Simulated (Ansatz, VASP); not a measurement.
One calculation of Sb, two programs

INCAR

```
PREC = Accurate
ENCUT = 520
EDIFF = 1E-7
ISMEAR = -1
SIGMA = 0.05
LREAL = False
LASPH = True
NELM = 100
ALGO = Normal
ISIF = 2
LWAVE = False
LCHARG = False
GGA = PE
NBANDS = 8
```

Contents of KPOINTS:

```
Automatic mesh
0
Gamma
  10 10 10
```

The input POSCAR:

```
Sb
1.0
   -1.9080431628      1.9080431628      1.9080431628
    1.9080431628     -1.9080431628      1.9080431628
    1.9080431628      1.9080431628     -1.9080431628
Sb
1
Direct
    0.0000000000      0.0000000000      0.0000000000
```

File input.yaml:

```yaml
crystal:
  lattice:
    - [-1.9080431628, 1.9080431628, 1.9080431628]
    - [1.9080431628, -1.9080431628, 1.9080431628]
    - [1.9080431628, 1.9080431628, -1.9080431628]
  atoms:
    - { symbol: Sb, position: [0.0, 0.0, 0.0] }
kpoints:
  mp_grid: { grid: [10, 10, 10] }
scf:
  occupations: { method: fermi_dirac, width: 0.05 }
hamiltonian:
  xc: pbe
  pseudopotentials: { kind: all_electron, lapw: { basis_error: 0.0005 } }
output:
  forces: true
  stress: true
  eigenvalues: true
```

Change from the starting cell: volume scaled by 1.06.

Alike in both runs: task single point; functional PBE; k mesh 10 × 10 × 10; occupations fermi-dirac, width 0.05 eV; no spin polarisation.

|  | VASP | Ansatz |
| --- | --- | --- |
| version | VASP 6.6.1 | Ansatz 0.2.0 |
| potentials or method | VASP PAW PBE potentials, release 64 (Sb) | all-electron LAPW, scalar-relativistic |
| plane-wave cutoff (eV) | 520 | see its input |

```tsv
	VASP	Ansatz	Ansatz less VASP
gap on the k mesh at the Fermi level (eV)	none	none	-
pressure (GPa)	-0.7	-0.6	+0.13
```

A gap of «none» marks a metal or a gap that the smearing closes. Ansatz ran all-electron here, so the differences hold the error of VASP's frozen core and of both bases.

Spin-orbit coupling is left out, which matters for the levels of Sb.
